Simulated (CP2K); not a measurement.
## Sn in CP2K: the effect of functional

Sn:

```
Sn
1.0
     3.31562    0.00000    0.00000
    -1.65191    2.87481    0.00000
    -0.83186   -1.43741    2.86971
Sn
1
Direct
  0.00000 0.00000 0.00000
```

This isn't the form of Sn at room conditions, which is tetragonal (white tin).

Alike in all runs:

* Program: CP2K 2026.2
* Task: single point
* Potentials or basis: POTENTIAL_UZH Sn GTH-PBE-q4; TZVP-MOLOPT-PBE-GTH basis
* Density cutoff: 9184 eV
* k mesh: 10 × 10 × 10
* Occupations: fermi-dirac, width 0.05 eV
* Spin: no spin polarisation

```tsv
functional	pressure (GPa)
PBE	2.0
LDA	1.5
PBEsol	1.2
BEEF-vdW	2.2
HLE16	?
revPBE	2.1
TPSS	2.4
```

Q: What does the run with functional HLE16 give?

A: Pressure -9.5 GPa.

Caveats: the basis of atomic orbitals isn't converged, which shifts pressures, moduli and gaps; the potentials were made for another functional, which shifts forces and pressure (some runs); the potentials were made for a functional far from this one (some runs).
